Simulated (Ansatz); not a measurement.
Theory: DFT PBE, scalar-relativistic, plane waves, PAW (Ansatz 0.2.0). Settings: cutoff 420 eV, Γ-centred meshes spaced at most about 0.3 Å⁻¹, and about 0.25 Å⁻¹ or finer for metals (2π included), Gaussian smearing. No spin polarisation.

These are static total energies at zero pressure.

Two relaxed structures of Zn₅Cd₂Te:

A. Space group P4/mmm (No. 123), tetragonal, a = 4.400 Å, c = 8.196 Å. Around Zn on a site of symmetry 2mm lie 4 Cd at 2.98 Å, 2 Te at 3.04 Å and 6 Zn at 3.04–3.11 Å; Zn on a site of symmetry 4/mmm has 8 Zn at 3.04 Å and 4 Te at 3.11 Å; Cd on its first site is surrounded by 8 Zn at 2.98 Å and 4 Cd at 3.11 Å; Cd on its second site is surrounded by 8 Zn at 2.98 Å and 4 Cd at 3.11 Å; around Te lie 12 Zn at 3.04–3.11 Å.

B. Space group P3 (No. 143), trigonal, a = 4.487 Å, c = 10.423 Å. Zn on a site of symmetry 1 has 6 Zn at 2.59–2.60 Å, 1 Zn at 2.82 Å and 1 Cd at 2.93 Å; around Zn on a site of symmetry 3 lie 3 Cd at 2.64 Å, 1 Te at 2.68 Å and 3 Cd at 3.15 Å; Zn on a second site of symmetry 3 has 3 Te at 2.79 Å and 3 Zn at 2.82 Å; Cd on its first site is surrounded by 3 Cd at 2.89 Å, 3 Zn at 2.93 Å and 3 Zn at 3.15 Å; Te has 4 Zn at 2.68–2.79 Å; 1 more site not described.

Problem. Which would you expect to be lower, and how large is the difference?

Solution. B is lower, by 133 meV/atom. A has space group P4/mmm (No. 123), 19.8 Å³/atom and no gap on its mesh; B has space group P3 (No. 143), 22.7 Å³/atom and no gap. Counting Cd or Zn atoms around Te (for each partner element, those within 1.25 times its shortest distance or 1.15 times the sum of covalent radii, where it is the nearest in units of that sum or under 1.3), A has Te 12 and B has Te 4. The lower one is the more open, so pressure narrows the difference. Both come from invented guesses. The lowest form computed isn't among them: it has space group P3 (No. 143), 22.0 Å³/atom and lies 21 meV/atom below the best shown.

Spin–orbit coupling, which can matter for Te, is left out. Cells relaxed within their symmetry can be saddle points. Some structure types and database cells were kept out of the candidates from the start, so a known form may be missing.
